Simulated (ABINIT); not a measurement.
Na:

```
Na
1.0
     3.76700    0.00000    0.00000
    -1.88350    3.26232    0.00000
     0.00000    0.00000    6.15400
Na
2
Cartesian
  1.8835 1.0874 4.6155
  0.0000 2.1749 1.5385
```

This isn't the form of Na at room conditions, which is bcc.

* Program: ABINIT 10.8.3 (patched build)
* Task: relaxation of cell and atoms
* Functional: PBEsol
* Potentials or basis: PseudoDojo NC SR PBEsol v0.4.1 standard
* Cutoff: 1197 eV
* k mesh: 6 × 6 × 4
* Occupations: fermi-dirac, width 0.05 eV
* Spin: no spin polarisation

At the start: pressure -0.3 GPa; volume 37.81 Å³/atom.

Task: Where does the relaxation end?

Result: Over 9 steps the energy falls by 3.5 meV/atom and the volume is 36.35 Å³/atom (-3.9 %); space group P6_3/mmc (No. 194, to 0.05 Å).

The path:
```
step  energy change (eV)  largest force (eV/Å)  pressure (GPa)  volume (Å³)
   1              0.0000                0.0000           -0.28        75.63
   2             -0.0003                0.0000           -0.28        75.56
   3             -0.0070                0.0000            0.03        72.42
   4             -0.0071                0.0000            0.01        72.64
   5             -0.0071                0.0000            0.01        72.63
   6             -0.0071                0.0000            0.01        72.63
   7             -0.0071                0.0000            0.01        72.63
   8             -0.0071                0.0000            0.01        72.65
   9             -0.0071                0.0000            0.00        72.69
```

Final structure:
```
Na
1.0
     3.76340    0.00000    0.00000
    -1.88170    3.25920    0.00000
     0.00000    0.00000    5.92640
Na
2
Direct
  0.66667 0.33333 0.75000
  0.33333 0.66667 0.25000
```
